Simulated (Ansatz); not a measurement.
# MoS2: the cost of one run

Computed with Ansatz 0.2.0 (DFT PBE, scalar-relativistic, plane waves, PAW, unless a step's input says otherwise).

1 further run of the same task is left out (it didn't finish).

### 1 The starting structure

Symmetry: P-3m1, No. 164, trigonal system. The conventional cell has a = 3.185 Å, b = 3.185 Å, c = 21.671 Å, α = 90.00°, β = 90.00°, γ = 120.00°. Around Mo (site symmetry 3m) lie 6 S at 2.40 to 2.41 Å. S (site symmetry 3m) has 3 Mo at 2.40 Å as nearest neighbours. Around S (site symmetry 3m) lie 3 Mo at 2.41 Å.

Structure file:

```cif
data_structure
_symmetry_space_group_name_H-M 'P-3m1'
_symmetry_Int_Tables_number 164
_cell_length_a 3.1845
_cell_length_b 3.1845
_cell_length_c 21.6705
_cell_angle_alpha 90.000
_cell_angle_beta 90.000
_cell_angle_gamma 120.000
_cell_volume 190.32
loop_
_atom_site_label
_atom_site_type_symbol
_atom_site_symmetry_multiplicity
_atom_site_Wyckoff_symbol
_atom_site_fract_x
_atom_site_fract_y
_atom_site_fract_z
_atom_site_occupancy
Mo1 Mo 2 d 0.66667 0.33333 0.14884 1
S1 S 2 d 0.33333 0.66667 0.22037 1
S2 S 2 d 0.66667 0.33333 0.92275 1
```

The structure comes from the Materials Project (structure only).

### 2 The base run

The input, input.yaml:

```yaml
crystal:
  lattice:
    - [3.184541456, 0.0, 0.0]
    - [-1.592270728, 2.7578938003, 0.0]
    - [0.0, 0.0, 21.67053472]
  atoms:
    - { symbol: Mo, position: [0.66666667, 0.33333333, 0.14883977] }
    - { symbol: Mo, position: [0.33333333, 0.66666667, 0.85116023] }
    - { symbol: S, position: [0.33333333, 0.66666667, 0.22037461] }
    - { symbol: S, position: [0.66666667, 0.33333333, 0.922749] }
    - { symbol: S, position: [0.33333333, 0.66666667, 0.077251] }
    - { symbol: S, position: [0.66666667, 0.33333333, 0.77962539] }
basis:
  ecutwfc: 500
  fft_grid_basis: typed
kpoints:
  mp_grid: { grid: [9, 9, 2] }
hamiltonian:
  xc: pbe
  pseudopotentials: { kind: paw }
scf:
  occupations: { method: gaussian, width: 0.05 }
output:
  forces: true
  stress: true
  eigenvalues: true
  bader: true
  write_density: true
  volumetric_format: npy
  elf: true
```

Command:

```
> ansatz run input.yaml --threads 2 --pin off --max-ram 4096MiB --backend cpu --events-out ev --progress --plain --runs-dir out
```

What time and memory should one allow on 2 threads of Intel Xeon 6975P-C (Granite Rapids), shared host?

About 19 s, with a peak of 0.58 GiB.
